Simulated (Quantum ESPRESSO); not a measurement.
# TaS2: zone-centre phonons under several settings

```
Ta S
1.0
     3.35000    0.00000    0.00000
    -1.67500    2.90119    0.00000
     0.00000    0.00000    5.86000
Ta S
1 2
Direct
  0.00000 0.00000 0.00000
  0.66667 0.33333 0.75000
  0.33333 0.66667 0.25000
```

All runs used Quantum ESPRESSO 7.5; potentials PseudoDojo 0.4.1 SR PBE standard; no spin polarisation; cutoff 789 eV.

```csv
level,k mesh (s: shifted),geometry,occupations,volume (Å³/atom),pressure (GPa),lowest optical mode without the field (cm⁻¹),highest optical mode without the field (cm⁻¹)
vdW-DF-cx,8 × 8 × 4,relaxed cell,"gaussian, width 0.2 eV",18.72,0.0,214,369
AM05,9 × 9 × 5,"given cell, atoms relaxed","methfessel-paxton, width 0.2 eV",18.98,-0.5,220,367
AM05,9 × 9 × 5,relaxed cell,"gaussian, width 0.136 eV",?,0.0,?,?
```

**Question.** What stands in the row left open?

**Answer.** Volume 20.44 Å³/atom; lowest optical mode without the field 218 cm⁻¹; highest optical mode without the field 370 cm⁻¹.

Caveats: the mesh is thin for the phonons of a metal; the potentials were made for another functional, which shifts forces and pressure; this functional lacks dispersion, which binds the layers, so the pressure and a relaxed spacing across them are unreliable (some runs); the layers were relaxed without a dispersion term, so their spacing and the soft interlayer modes are unreliable (some runs).

For the row left open. Caveat: the mesh is thin for the phonons of a metal; the potentials were made for another functional, which shifts forces and pressure; the layers were relaxed without a dispersion term, so their spacing and the soft interlayer modes are unreliable; this functional lacks dispersion, which binds the layers, so the pressure and a relaxed spacing across them are unreliable.
